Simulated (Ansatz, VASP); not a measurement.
Bi in VASP and in Ansatz

Contents of INCAR:

```
SYSTEM = Bi
  PREC = Accurate
  ENCUT = 520
  EDIFF = 1E-7
  ISMEAR = -1
  SIGMA = 0.1
  LREAL = .False.
  LASPH = .True.
  NELM = 100
  ALGO = Normal
  ISIF = 2
  LWAVE = .False.
  LCHARG = .False.
  GGA = B5
  ALDAX = 1.0
  AGGAX = 1.0
  AGGAC = 1.0
  ALDAC = 0.0
  NBANDS = 22
```

Contents of KPOINTS:

```
regular mesh
0
Gamma
  8 8 8
  0 0 0
```

POSCAR

```
Bi
1.0
    0.0000000000      3.7212468920      3.7212468920
    3.7212468920      0.0000000000      3.7212468920
    3.7212468920      3.7212468920      0.0000000000
Bi
2
Direct
    0.1250000000      0.1250000000      0.1250000000
    0.8750000000      0.8750000000      0.8750000000
```

Input for Ansatz:

```yaml
crystal:
  lattice:
    - [0.0, 3.721246892, 3.721246892]
    - [3.721246892, 0.0, 3.721246892]
    - [3.721246892, 3.721246892, 0.0]
  atoms:
    - { symbol: Bi, position: [0.125, 0.125, 0.125] }
    - { symbol: Bi, position: [0.875, 0.875, 0.875] }
hamiltonian:
  xc: blyp
  pseudopotentials:
    kind: paw
    azcp:
      Bi: "pseudopotentials/Bi.paw.azcp"
basis:
  ecutwfc: 420
  fft_grid_basis: typed
kpoints:
  mp_grid: { grid: [8, 8, 8], shift: [0, 0, 0] }
magnetization:
  spin_polarized: false
scf:
  occupations: { method: fermi_dirac, width: 0.1 }
  lower_state_search: "off"
output:
  stress: true
```

Alike in both runs: task single point; functional BLYP; k mesh 8 × 8 × 8; occupations fermi-dirac, width 0.1 eV; no spin polarisation.

|  | VASP | Ansatz |
| --- | --- | --- |
| version | VASP 6.6.1 | Ansatz 0.2.0 |
| potentials or method | VASP PAW PBE potentials, release 64 (Bi_d) | plane waves (420 eV) with PAW, scalar-relativistic |
| plane-wave cutoff (eV) | 520 | 420 |
| valence electrons in the cell | 30 | 30 |

|  | VASP | Ansatz | Ansatz less VASP |
| --- | --- | --- | --- |
| pressure (GPa) | 0.1 | 0.0 | -0.04 |

Caveats: the PAW data sets were made with another functional, which shifts forces and pressure a little (VASP).
